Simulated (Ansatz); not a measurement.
**As: single point with r2SCAN0**

The system is As.

```
As
1.0
     1.88080    1.08588    3.51406
    -1.88080    1.08588    3.51406
     0.00000   -2.17176    3.51406
As
2
Direct
  0.22600 0.22600 0.22600
  0.77400 0.77400 0.77400
```

```
Program             : Ansatz 0.2.0
Task                : single point
Functional          : r2SCAN0
Potentials or basis : Ansatz PAW
Cutoff              : 500 eV (not typed: the program's choice for these potentials)
k mesh              : 5 × 5 × 5
Occupations         : fermi-dirac, width 0.05 eV
Spin                : no spin polarisation
```

| Item | Value |
| --- | --- |
| Pressure | -0.2 GPa |
| Largest force | 0.208 eV/Å |
| Band gap on the k mesh | 0.75 eV, indirect (least direct gap 1.13 eV) |

Forces on the atoms (eV/Å):
```
As   0.000  0.000 -0.208
As   0.000  0.000  0.208
```

Stress tensor (GPa, compression positive):
```
-0.26  0.00  0.00
 0.00 -0.26  0.00
 0.00  0.00  0.05
```

Levels at points of the mesh, in eV from the valence-band top:
```
           k point  band 11  band 12  band 13  band 14  band 15  band 16  band 17  band 18  band 19
(0.00, 0.00, 0.00)   -17.64    -6.76    -3.35    -2.83    -2.83     2.41     3.89     3.89     8.21
```

Wall time 12 s on 1 × NVIDIA H100 80GB HBM3 with 2 threads of AMD EPYC 7R13 Processor (Zen 3), on a shared host, peak memory 1.9 GiB.

Caveat: odd divisions of the mesh miss points on the zone boundary, where band edges often lie, so the gap on the mesh can be too wide; the PAW data sets come from PBE, with cores solved anew for the run's functional, which leaves a small shift of forces and pressure; the thresholds are loose for stress. A k mesh can miss the band edges.
